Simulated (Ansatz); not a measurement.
The calculation used DFT PBE, scalar-relativistic, plane waves, PAW (Ansatz). The final run on the 12-atom cell used 420 eV, a Γ-centred 6×2×4 mesh, 0.02 eV smearing and no spin polarisation.

Formation energies are uncorrected and count from the elements' standard states at the same level.

Question: Give a relaxed trial structure of an orthorhombic wide-gap insulator that holds Li and 1 more element, with a gap near 5.4 eV, a formation energy near −1.83 eV/atom and about 21 Å³ per atom, in a cell of 12 atoms.

Answer: LiCl, space group Pmc2_1 (No. 26). Around Li on its first site lie 4 Cl at 2.32–2.46 Å; around Li on its second site lie 4 Cl at 2.30–2.46 Å; Li on its third site is surrounded by 5 Cl at 2.51–2.66 Å; around Cl on its first site lie 2 Li at 2.30–2.33 Å and 2 Li at 2.51 Å; 2 more sites not described.

Space group Pmc2_1 (No. 26). a = 3.660 Å, b = 10.613 Å, c = 6.469 Å, α = 90.00°, β = 90.00°, γ = 90.00°
| atom | site | symmetry | x | y | z |
| --- | --- | --- | --- | --- | --- |
| Li | 2a | m.. | 0.0000 | 0.8948 | 0.0824 |
| Li | 2a | m.. | 0.0000 | 0.6065 | 0.9110 |
| Li | 2b | m.. | 0.5000 | 0.7545 | 0.5498 |
| Cl | 2a | m.. | 0.0000 | 0.5925 | 0.5522 |
| Cl | 2a | m.. | 0.0000 | 0.9031 | 0.4448 |
| Cl | 2b | m.. | 0.5000 | 0.7586 | 0.9608 |

The volume per atom is 20.94 Å³, the density is 1.68 g/cm³ and the formation energy is −1.829 eV/atom. The gap on the 6×2×4 mesh of the 12-atom cell is 5.42 eV.

The structure comes from a generated guess, relaxed at this level; another structure or a mixture of phases may lie lower. The answer needn't be unique; the calculation gave this one.

Kohn–Sham gaps at this level usually fall short of measured ones. This cell was reached by moving the atoms of another relaxed cell at random and relaxing again, last within the group found; it had no such test of its own. Another cell of LiCl relaxed alike, in P3m1, lies 46 meV/atom lower, so this cell isn't the stable form at this level.
